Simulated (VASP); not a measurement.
**TePb: single point with PBE**

Crystal: TePb.

```xyz
2
Lattice="0.0000 3.2310 3.2310 3.2310 0.0000 3.2310 3.2310 3.2310 0.0000" Properties=species:S:1:pos:R:3 pbc="T T T"
Pb    0.0000    0.0000    0.0000
Te    3.2310    3.2310    3.2310
```

| Property | Result |
| --- | --- |
| Program | VASP 6.6.1 |
| Task | single point |
| Functional | PBE |
| Potentials or basis | VASP PAW PBE potentials, release 64 (Pb_d, Te) |
| Cutoff | 520 eV |
| k mesh | 7 × 7 × 7 |
| Occupations | gaussian, width 0.028 eV |
| Spin | no spin polarisation |

```json
{
  "Pressure": "2.1 GPa"
}
```

Levels at points of the mesh, in eV from the Fermi level:
| k point | band 6 | band 7 | band 8 | band 9 | band 10 | band 11 | band 12 | band 13 | band 14 |
| --- | --- | --- | --- | --- | --- | --- | --- | --- | --- |
| (0.00, 0.00, 0.00) | -12.07 | -5.64 | -1.39 | -1.39 | -1.39 | 4.03 | 4.03 | 4.03 | 5.75 |

Run time: 20 s on 1 thread of Intel(R) Xeon(R) Platinum 8375C CPU @ 2.90GHz (Ice Lake), on a shared host, peak memory 0.21 GiB.

Caveat: this odd mesh misses L, where the gap lies, so gap, dielectric constants and Born charges aren't listed. Spin-orbit coupling is left out, which matters for the levels of Pb, Te.
